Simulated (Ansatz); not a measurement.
Runs of Ansatz 0.2.0 on Ru. Symmetry: P6_3/mmc, No. 194, hexagonal system. Conventional cell: a = 2.706 Å, b = 2.706 Å, c = 4.282 Å, α = 90.00°, β = 90.00°, γ = 120.00°. Ru (site symmetry -6m2) is surrounded by 12 Ru at 2.65 to 2.71 Å. 

```csv
task,level,spin,k mesh,cutoff (eV),atoms under strain,q mesh,points for each segment of the path,gap on the mesh (eV),pressure (GPa),V0 of scaled cells (Å³/atom),B0 (GPa)
elastic constants,PBEsol,off,10 × 10 × 6,420,relaxed,-,-,none,-6.2,-,-
equation of state,r2SCAN,off,11 × 11 × 6,500,-,-,-,-,-,(b),338
equation of state,LDA,off,11 × 11 × 6,420,-,-,-,-,-,13.09,367
phonons,PBEsol,off,10 × 10 × 6,420,-,2 × 2 × 2,8,none,-,-,-
band structure,PBEsol,"SOC, no magnetisation",11 × 11 × 6,420,-,-,14,none,(a),-,-
```

Alike in all rows: potentials or basis Ansatz PAW; cell as given; smearing fermi-dirac 0.05 eV.

Problem. Fill in the values left out.

Solution. (a) -6.1; (b) 13.49.

Caveats: the PAW data sets come from PBE, with cores solved anew for the run's functional, which leaves a small shift of forces and pressure (some runs); the cell was scaled at fixed shape and fractional positions, which overstates the stiffness of a crystal with free parameters, most of all of layers and chains (some runs); the cell is more than 3 GPa from zero pressure, which shifts response properties (some runs); elastic constants of metals need much finer meshes, so these are rough (some runs); the PAW data sets were made with another functional, which shifts forces and pressure a little (some runs); some levels weren't fully converged (some runs).

A k mesh can miss the band edges, and rows without SOC leave out spin-orbit coupling on Ru.

A gap of «none» marks a metal or a gap under the smearing width.

Runs at the PBE level aren't shown here.
